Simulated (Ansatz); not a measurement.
# TiAl3: enthalpy against pressure

TiAl3, I4/mmm, a = 3.845 Å, c = 8.623 Å. Ansatz: PBE, PAW, 420 eV, Γ-centred 16×16×16 mesh on 4 atoms, Gaussian smearing 0.10 eV; no spin polarisation. Cell and atoms are relaxed at each pressure, and no other structure is tried, so the rows at high pressure may lie past a change of phase. y is the enthalpy over the state at zero pressure; there V0 = 15.938 Å³/atom. The pressures are the targets, met within 0.05 GPa.

| P (GPa) | y (eV/atom) |
| --- | --- |
| -1.0 | -0.0999 |
| 0.0 | 0.0000 |
| 1.0 | 0.0990 |
| 4.0 | 0.3907 |
| 12.0 | 1.1359 |
| 25.0 | 2.2683 |
| 50.0 | ? |
| 90.0 | 7.0985 |

Question: Fit y = c1 P + c2 P² + c3 P³ to the other rows, say what c1 and c2 mean, and predict the missing value.

Answer: Least squares on the rows shown. y = 0.098889 P − 0.00036665 P² + 1.6026×10⁻⁶ P³. Since dH/dP = V, c1 is V0: 0.098889 eV/GPa × 160.2 = 15.842 Å³ against 15.938; c2 = −V0/(2B0) gives B0 = 135 GPa, where a Birch–Murnaghan fit to the volumes of the same runs (not shown) gives 106 GPa: a cubic over this range folds the higher terms into c2. Above P = −c2/(3 c3) = 76 GPa the cubic's slope, the volume, would rise with pressure, so the form fails there. At P = 50.0 the fit asked for gives 4.2282 eV/atom. The run gave 4.2560 eV/atom, so the fit is 0.0278 eV/atom too low, 0.39 % of the span of the series, against an rms of 0.0006 eV/atom on the fitted rows. With a term in P⁴ added, a fit to the same known rows predicts 4.2785 eV/atom, which misses by about as much or more on the other side: the known rows don't fix the higher terms.

The mesh isn't the same in all rows (16×16×16, 18×18×18).